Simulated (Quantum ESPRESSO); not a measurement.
Runs of Quantum ESPRESSO 7.5 on Al2Pt. Symmetry: Fm-3m, No. 225, cubic system. Conventional cell: a = 5.910 Å, b = 5.910 Å, c = 5.910 Å, α = 90.00°, β = 90.00°, γ = 90.00°. Around Pt (site symmetry m-3m) lie 8 Al at 2.56 Å. Al (site symmetry -43m) is surrounded by 4 Pt at 2.56 Å. 

```tsv
task	level	potentials or basis	cell	k mesh	cutoff (eV)	SCF threshold	form of the LDA correlation	symmetry	mesh quality	gap on the mesh (eV)	pressure (GPa)	V0 of scaled cells (Å³/atom)	B0 (GPa)
single point	PBEsol	GBRV 1.5 PBEsol	as given	8 × 8 × 8	612	6e-10 Ry	-	-	not flagged	none	-1.2	-	-
equation of state	LDA	GBRV 1.5 LDA	as given	8 × 8 × 8	612	6e-10 Ry	PZ81	-	not flagged	-	-	16.71	146
equation of state	PBEsol	GBRV 1.5 PBEsol	as given	8 × 8 × 8	612	6e-10 Ry	-	-	not flagged	-	-	17.07	(b)
band structure	PBEsol	GBRV 1.5 PBEsol	as given	8 × 8 × 8	612	6e-10 Ry	-	-	not flagged	none	-1.2	-	-
equation of state	r2SCAN	SG15 PBE 1.2	as given	5 × 5 × 5	1020	1e-08 Ry	-	off	coarse	-	-	17.27	(a)
single point	PBEsol	GBRV 1.5 PBEsol	atoms moved at random, drawn with an rms of 0.05 Å	8 × 8 × 8	612	6e-10 Ry	-	-	not flagged	none	-1.0	-	-
```

Alike in all rows: no spin polarisation; smearing fermi-dirac 0.05 eV.

Estimate the missing entries.

(a) 138; (b) 139.

Caveats: some runs use coarse meshes; spin-orbit coupling is left out, which moves the levels of the heavy elements (some runs); the potentials were made for another functional, which shifts forces and pressure (some runs).

A k mesh can miss the band edges, and the runs leave out spin-orbit coupling on Pt.

A gap of «none» marks a metal or a gap under the smearing width.

Runs at the PBE level aren't shown here.
